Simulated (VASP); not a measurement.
Runs of VASP 6.6.1 on TiO. Symmetry: P4/mmm, No. 123, tetragonal system. The conventional cell has a = 3.009 Å, b = 3.009 Å, c = 3.680 Å, α = 90.00°, β = 90.00°, γ = 90.00°. Ti (site symmetry 4/mmm) has 2 O at 1.84 Å as nearest neighbours. O (site symmetry 4/mmm) is surrounded by 2 Ti at 1.84 Å. The cell was built by a generator and needn't be a form met in nature.

```csv
share of exact exchange,gap on the mesh (eV),pressure (GPa)
0.05,none,-0.2
0.25,none,-3.9
0.4,(c),-6.1
0.5,1.12,(d)
0.15,none,(b)
0.1,none,(a)
0.3,0.22,-4.5
0.2,none,-2.6
```

Alike in all rows: task single point; level HSE(alpha, omega); potentials or basis VASP PAW PBE potentials, release 64 (Ti_sv, O); no spin polarisation; cell as given; k mesh 5 × 5 × 4; cutoff (eV) 520; smearing fermi-dirac 0.05 eV; the mesh is coarse, so values aren't converged.

Problem. Estimate the missing entries.

Solution. (a) -1.0; (b) -1.8; (c) 0.69; (d) -7.6.

Caveats: all runs use coarse meshes; the PAW data sets were made with another functional, which shifts forces and pressure a little; an odd mesh through Γ misses points on the zone boundary, where band edges often lie (some runs).

A gap of «none» marks a metal or a gap under the smearing width.
